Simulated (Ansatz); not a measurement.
Rigid (101) slab of Sn, space group I4/mmm (No. 139):

```
Sn
1.0
     6.96216    0.00000    0.00000
    -3.48108    5.78358    0.00000
     0.00000    0.00000   22.55984
Sn
12
Direct
  0.18114 0.36227 0.37678
  0.18114 0.86227 0.37678
  0.68114 0.36227 0.37678
  0.68114 0.86227 0.37678
  0.35244 0.70488 0.49249
  0.35244 0.20488 0.49249
  0.85244 0.70488 0.49249
  0.85244 0.20488 0.49249
  0.52311 0.04623 0.60835
  0.52311 0.54623 0.60835
  0.02311 0.04623 0.60835
  0.02311 0.54623 0.60835
```

Method: DFT PBE, scalar-relativistic, plane waves, PAW in Ansatz 0.2.0. Plane waves to 420 eV, a k mesh through Γ of 5×5×1 on the computed 13-atom cell and Gaussian smearing (0.10 eV); no spin polarisation. A dipole correction removes the field between periodic images along c.

An adatom of O is held over the places (i/4, j/4) of the 1×1 surface cell, counted from the highest atom (Sn), and only its height relaxes; one adatom per 40.3 Å². This grid misses the threefold hollows of the hexagonal cell, which often bind best.

Heights over the highest slab atom in Å:

```csv
i,j=0,j=1,j=2,j=3
0,1.90,1.72,1.18,1.72
1,1.70,1.72,1.30,1.25
2,1.12,1.26,1.18,1.25
3,1.70,1.26,1.30,1.72
```

**Question.** Among these places, where is the adatom most and least stable, and how far apart in energy?

**Answer.** Lowest at (i, j) = (0, 2), (2, 0), (2, 2); highest at (0, 0), 1.17 eV above. All energies in eV:

```csv
i,j=0,j=1,j=2,j=3
0,1.17,0.95,0.00,0.92
1,0.94,0.95,0.26,0.20
2,0.00,0.26,0.00,0.20
3,0.94,0.26,0.28,0.92
```

The reference crystal is a form of Sn, which isn't its usual structure.